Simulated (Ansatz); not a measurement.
**SiC (P6_3mc), work and stress of cleavage**

Level of theory: DFT r2SCAN, scalar-relativistic, plane waves, PAW (Ansatz 0.2.0). The runs took a 500 eV cutoff, a Γ-centred 8×8×3 mesh and Gaussian smearing (0.05 eV). No spin polarisation. Energies are free energies at this smearing, counted from the undisturbed cell; pressure is positive in compression.

The starting cell (relaxed at this level):

```yaml
crystal:
  lattice:
    - [-1.53878, -2.66524, 0.00000]
    - [1.53878, -2.66524, 0.00000]
    - [0.00000, 0.00000, 10.07677]
  atoms:
    - { symbol: Si, position: [0.33333, 0.33333, 0.09404] }
    - { symbol: Si, position: [0.66667, 0.66667, 0.59404] }
    - { symbol: Si, position: [0.00000, 0.00000, 0.84409] }
    - { symbol: Si, position: [0.00000, 0.00000, 0.34409] }
    - { symbol: C, position: [0.33333, 0.33333, 0.90600] }
    - { symbol: C, position: [0.66667, 0.66667, 0.40600] }
    - { symbol: C, position: [0.00000, 0.00000, 0.65666] }
    - { symbol: C, position: [0.00000, 0.00000, 0.15666] }
```

The cut lies on the cell's a–b face, a (0 0 1) plane (indices in the standard cell, whose axes needn't be the Cartesian ones shown) of area 8.20 Å², between layers 1.89 Å apart. Vector c is lengthened by d along the normal with the atoms' Cartesian places fixed: one unrelaxed cut a cell. The traction is positive where the two halves pull on each other.

```csv
d (Å),energy (J/m²),traction (GPa)
-0.30,2.36,-197.9
-0.15,0.46,-68.5
0.00,0.00,0.0
0.25,0.70,46.5
0.50,2.03,56.5
0.75,3.42,53.6
1.00,4.68,46.7
1.50,6.63,31.4
2.00,7.86,18.6
3.00,8.90,4.2
4.50,9.12,0.3
6.00,9.14,0.1
```

Task: What are the work of separation and the cleavage stress, and do they fit the universal binding curve?

Result: The energy levels off near W ≈ 9.14 J/m² (the traction is down to 0.1 GPa), the energy of the two unrelaxed faces, 4.57 J/m² each on average. The largest sampled traction is 56.5 GPa at d = 0.50 Å, and a parabola through it and its two neighbours peaks at σ_max ≈ 57.0 GPa, d ≈ 0.57 Å. The curve E = W[1 − (1 + d/ℓ)exp(−d/ℓ)] peaks in traction at d = ℓ with σ_max = W/(eℓ); with 1 J/m² per Å = 10 GPa this W and σ_max give ℓ = 0.59 Å. A parabola through that curve at the same three d peaks at 0.61 Å, against 0.57 Å here, a fair fit. The cut parts unlike faces (C and Si); in an ionic crystal that makes them polar, and the energy then depends on the thickness of the slab. The opened faces are metallic here, and spin polarisation, left out, could lower W. Real crystals break at far lower stress, because cracks concentrate it, and on the plane of lowest W, which needn't be this one.

The cut is rigid; relaxing the faces lowers these energies and usually the stresses.

The gap closes along the scan, which can put kinks into the curve.

Cost: 12 runs of about 1.4 core-minutes in all, on AMD EPYC 9R45 (Zen 5) (shared hosts).